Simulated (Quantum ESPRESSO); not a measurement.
A run of Quantum ESPRESSO 7.5 is set up as follows.

Contents of pw.in:

```
&CONTROL
  calculation = 'scf'
  prefix = 'pwscf'
  outdir = './tmp'
  pseudo_dir = './pseudo'
  tprnfor = .true.
  tstress = .true.
  disk_io = 'low'
/
&SYSTEM
  ibrav = 0
  celldm(1) = 8
  nat = 2
  ntyp = 2
  ecutwfc = 56
  ecutrho = 448
  nbnd = 18
  occupations = 'smearing'
  smearing = 'fd'
  degauss = 0.00367493
/
&ELECTRONS
  conv_thr = 4d-10
  electron_maxstep = 120
  mixing_beta = 0.3
/
ATOMIC_SPECIES
Ta   180.9479 ta_pbesol_v1.uspp.F.UPF
N     14.0070 n_pbesol_v1.2.uspp.F.UPF
CELL_PARAMETERS alat
  0.6940019192688   0.0000000000000   0.0000000000000
 -0.3470009596344   0.6010232923575   0.0000000000000
  0.0000000000000   0.0000000000000   0.6810100521620
ATOMIC_POSITIONS crystal
Ta     0.0000000000    0.0000000000    0.5000000000
N      0.6666666667    0.3333333333    0.0000000000
K_POINTS automatic
10 10 9 0 0 0
HUBBARD {ortho-atomic}
U Ta-5d 2.0
```

pp_density.in

```
&INPUTPP
  prefix = 'pwscf'
  outdir = './tmp'
  filplot = 'density.dat'
  plot_num = 0
/
&PLOT
  nfile = 1
  filepp(1) = 'density.dat'
  iflag = 3
  output_format = 6
  fileout = 'density.cube'
/
```

File pp_potential.in:

```
&INPUTPP
  prefix = 'pwscf'
  outdir = './tmp'
  filplot = 'potential.dat'
  plot_num = 11
/
&PLOT
  nfile = 1
  filepp(1) = 'potential.dat'
  iflag = 3
  output_format = 6
  fileout = 'potential.cube'
/
```

Potentials or basis: GBRV 1.5 PBEsol.

Run with:

```bash
$ OMP_NUM_THREADS=1 mpirun -n 2 pw.x -nk 2 -in pw.in > pw.out
$ OMP_NUM_THREADS=1 mpirun -n 1 pp.x -in pp_density.in > pp_density.out
$ OMP_NUM_THREADS=1 mpirun -n 1 pp.x -in pp_potential.in > pp_potential.out
```

(1) What does it give for the band gap on the k mesh?

(2) Predict the pressure.

## Answers

(1) none (metal or under the smearing width).

(2) -2.9 GPa.

Caveat: U without spin polarisation on a metal has little footing.
